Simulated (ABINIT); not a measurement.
A run of ABINIT 10.8.3 (patched build) is set up as follows.

run.abi

```
ndtset 7
getwfk -1
scalecart1 3*0.9795861087
scalecart2 3*0.9864848297
scalecart3 3*0.9932883884
scalecart4 3*1.0000000000
scalecart5 3*1.0066227096
scalecart6 3*1.0131594038
scalecart7 3*1.0196128224

pp_dirpath "./"
pseudos "Al.upf"

acell 2.8635066922 2.8635066922 2.8635066922 Angstrom
rprim
     0.0000000000     0.7071067812     0.7071067812
     0.7071067812     0.0000000000     0.7071067812
     0.7071067812     0.7071067812     0.0000000000
ntypat 1
znucl 13
natom 1
typat 1
xred
     0.0000000000     0.0000000000     0.0000000000

ecut 544.227725 eV

kptopt 1
ngkpt 11 11 11
nshiftk 1
shiftk 0.0 0.0 0.0

ixc -116133

nband 6
occopt 3
tsmear 0.05 eV

nstep 100
tolvrs 1.0e-10

iomode 3
prtwf 1
prtden 0
prteig 0
prtebands 0
enunit 1
```

Potentials or basis: PseudoDojo NC SR PBEsol v0.4.1 standard.

The run is started by

```console
$ abinit run.abi > log 2>&1
```

Problem. What does it give for the equilibrium volume?

Solution. 16.18 Å³/atom.

Problem. Predict the bulk modulus.

Solution. 84 GPa.

Problem. What does it give for the pressure derivative of the bulk modulus?

Solution. 4.5.

Energy against volume, from the lowest point:
| volume (Å³/atom) | energy (meV/atom) |
| --- | --- |
| 15.607 | 5.53 |
| 15.939 | 0.83 |
| 16.271 | 0.00 |
| 16.603 | 2.65 |
| 16.935 | 8.40 |
| 17.267 | 16.94 |
| 17.599 | 27.94 |

Caveat: pressures at fixed basis lie under the slope of the energies.

**What was measured.**

From “The interpretation of polycrystalline coherent inelastic neutron scattering from aluminium”, 2013, pmc:3831299, for a bulk crystal of Al: bulk modulus 76.9 GPa.

Measured bulk modulus of Al: 76.9 GPa (quoted in “The interpretation of polycrystalline coherent inelastic neutron scattering from aluminium”, 2013, pmc:3831299). This calculation gives 84 GPa (+9.3 %). The fit is for a static lattice scaled at fixed shape and fixed fractional positions. The cell as given is a measured one (16.60 Å³/atom); PBEsol puts the equilibrium volume -2.6 % from it, thermal expansion not counted.
